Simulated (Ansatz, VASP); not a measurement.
Two plane-wave programs on NiSb (Breithauptite)

```
Sb Ni
1.0
     3.92800    0.00000    0.00000
    -1.96400    3.40175    0.00000
     0.00000    0.00000    4.91520
Sb Ni
2 2
Direct
  0.66667 0.33333 0.75000
  0.33333 0.66667 0.25000
  0.00000 0.00000 0.50000
  0.00000 0.00000 0.00000
```

Alike in both runs: task single point; functional PBEsol; k mesh 7 × 7 × 5; occupations fermi-dirac, width 0.05 eV; collinear spin.

|  | VASP | Ansatz |
| --- | --- | --- |
| version | VASP 6.6.1 | Ansatz 0.2.0 |
| potentials or method | VASP PAW PBE potentials, release 64 (Sb, Ni) | Ansatz PAW |
| plane-wave cutoff (eV) | 520 | 420 |
| valence electrons in the cell | 30 | 66 |

VASP gave:

- gap on the k mesh at the Fermi level (eV): none
- pressure (GPa): 3.6
- largest component of the traceless stress (GPa): 3.27
- net moment per atom (μB): 0.00

Problem. What did Ansatz give for the same quantities?

Solution. gap on the k mesh at the Fermi level (eV): none; pressure (GPa): 3.6; largest component of the traceless stress (GPa): 3.18; net moment per atom (μB): 0.00.

A gap of «none» marks a metal or a gap that the smearing closes. With one functional, cell and mesh, what is left measures potentials, basis and numerics. The two sets of potentials don't hold the same shells in valence.

Caveats: the PAW data sets were made with another functional, which shifts forces and pressure a little (VASP); the PAW data sets come from PBE, with cores solved anew for the run's functional, which leaves a small shift of forces and pressure (Ansatz); the starting moments weren't kept (Ansatz). The runs have no spin-orbit coupling, so splittings on Sb are missing.
